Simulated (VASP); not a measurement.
MgO, 2 atoms in the cell. The structure is cubic, space group Fm-3m (No. 225). Conventional cell: a = 4.194 Å, b = 4.194 Å, c = 4.194 Å, α = 90.00°, β = 90.00°, γ = 90.00°. Around Mg (site symmetry m-3m) lie 6 O at 2.10 Å. O (site symmetry m-3m) has 6 Mg at 2.10 Å as nearest neighbours. The cell is a database's computed one.

```yaml
Program: VASP 6.6.1
Task: single point
Functional: PBEsol
Potentials_or_basis: VASP PAW PBE potentials, release 54 (Mg, O)
Cutoff: 520 eV
k_mesh: 11 × 11 × 11
Occupations: gaussian, width 0.1 eV
Spin: no spin polarisation
Further_INCAR_settings: ALGO = Fast; EDIFF = 1e-07; NBANDS = 11
```

Potentials or basis: VASP PAW PBE potentials, release 54 (Mg, O).

Run with:

```sh
$ cat potpaw_PBE.54/Mg/POTCAR potpaw_PBE.54/O/POTCAR > POTCAR
$ mpirun -np 1 vasp_std > vasp.out
```

Hardware: 1 thread of AMD EPYC 9R45 (Zen 5) (shared host).

Question: Estimate the wall time of this run.

Answer: It took 12 s on 1 thread of AMD EPYC 9R45 (Zen 5), on a shared host, peak memory 0.11 GiB. Counts: scf iterations 15, k points 56.
